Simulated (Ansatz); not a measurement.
## Deforming InP

```
CELL_PARAMETERS angstrom
0.00000 2.85500 2.85500
2.85500 0.00000 2.85500
2.85500 2.85500 0.00000
ATOMIC_POSITIONS crystal
In 0.00000 0.00000 0.00000
P 0.50000 0.50000 0.50000
```

Atoms are numbered in the order listed.

Conventional cell: a = 5.710 Å, b = 5.710 Å, c = 5.710 Å, α = 90.00°, β = 90.00°, γ = 90.00°. In (atom 1) is surrounded by 6 P at 2.85 Å. P (atom 2) has 6 In at 2.85 Å as nearest neighbours.

The cell comes from COD entry 1538565, which wasn't checked; take it as a given geometry.

No spin–orbit coupling, which matters for the heavy atoms here.

Method: DFT, PBE, all-electron PAW with datasets made for the crystal, scalar-relativistic (Ansatz 0.2.0).

The runs use a Γ-centred 11×11×11 k mesh, Fermi–Dirac smearing of 0.03 eV, cutoff 240 eV (chosen by the program for this cell), no spin polarisation.

The unchanged cell is at -5.36 GPa.

In a metal, stresses and small energies carry noise from the k mesh.

x, y and z are the Cartesian axes of the cell as listed; fractional coordinates follow a strain, and an engineering shear is twice the off-diagonal strain component.

With equal xy, yz and zx engineering shear strains of -2 %: energy change +2 meV/atom; stress change (xx, yy, zz, yz, xz, xy) 0.03, 0.03, 0.03, 0.55, 0.55, 0.55 GPa, compression positive.

With equal xy, yz and zx engineering shear strains of +1 %: energy change under 1 meV/atom; stress change (xx, yy, zz, yz, xz, xy) 0.01, 0.01, 0.01, -0.29, -0.29, -0.29 GPa, compression positive.

With equal xy, yz and zx engineering shear strains of +3 %: energy change +5 meV/atom; stress change (xx, yy, zz, yz, xz, xy) 0.08, 0.08, 0.08, -0.93, -0.93, -0.93 GPa, compression positive.

(1) With this change (equal xy, yz and zx engineering shear strains of -3 %), what becomes of the energy and stress?

(2) With this change (equal xy, yz and zx engineering shear strains of -1 %), what becomes of the energy and stress?

(3) With this change (equal xy, yz and zx engineering shear strains of +2 %), what becomes of the energy and stress?

Answers

(1) Energy change +5 meV/atom; stress change (xx, yy, zz, yz, xz, xy) 0.06, 0.06, 0.06, 0.79, 0.79, 0.79 GPa, compression positive.

(2) Energy change under 1 meV/atom; stress change (xx, yy, zz, yz, xz, xy) 0.01, 0.01, 0.01, 0.28, 0.28, 0.28 GPa, compression positive.

(3) Energy change +2 meV/atom; stress change (xx, yy, zz, yz, xz, xy) 0.03, 0.03, 0.03, -0.61, -0.61, -0.61 GPa, compression positive.
